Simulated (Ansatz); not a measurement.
Convergence of NbC

```xyz
2
Lattice="0.0000 2.2000 2.2000 2.2000 0.0000 2.2000 2.2000 2.2000 0.0000" Properties=species:S:1:pos:R:3 pbc="T T T"
Nb    0.0000    0.0000    0.0000
C     2.2000    2.2000    2.2000
```

Atom numbers follow the list: Nb1, C2.

The cell comes from COD entry 1011323, which wasn't checked; take it as a given geometry. It is an old determination, and later ones may differ.

Spin polarisation is left out, and whether a magnetic state lies lower isn't shown here.

The calculation used Ansatz 0.2.0, DFT, PBE, PAW with Ansatz's default frozen-core files, scalar-relativistic.

Sampling and basis: a Γ-centred 14×14×14 k mesh, Fermi–Dirac smearing of 0.08 eV, cutoff 420 eV, no spin polarisation. One setting is then changed at a time.

P includes the program's estimate of the Pulay (finite-basis) term, listed apart; without it the pressure would be far more sensitive to the cutoff.

```json
{"PAW cutoff (eV)": "420 (base)", "free energy less the base's (meV/atom)": "0.0", "P (GPa)": "19.51", "Pulay term in P (GPa)": "0.26"}
{"PAW cutoff (eV)": "200", "free energy less the base's (meV/atom)": "1747", "P (GPa)": "17.66", "Pulay term in P (GPa)": "102.69"}
{"PAW cutoff (eV)": "250", "free energy less the base's (meV/atom)": "440", "P (GPa)": "16.88", "Pulay term in P (GPa)": "30.98"}
{"PAW cutoff (eV)": "350", "free energy less the base's (meV/atom)": "15.4", "P (GPa)": "19.67", "Pulay term in P (GPa)": "1.89"}
{"PAW cutoff (eV)": "500", "free energy less the base's (meV/atom)": "-1.6", "P (GPa)": "19.47", "Pulay term in P (GPa)": "0.01"}
{"PAW cutoff (eV)": "600", "free energy less the base's (meV/atom)": "-1.8", "P (GPa)": "19.46", "Pulay term in P (GPa)": "0.01"}
```
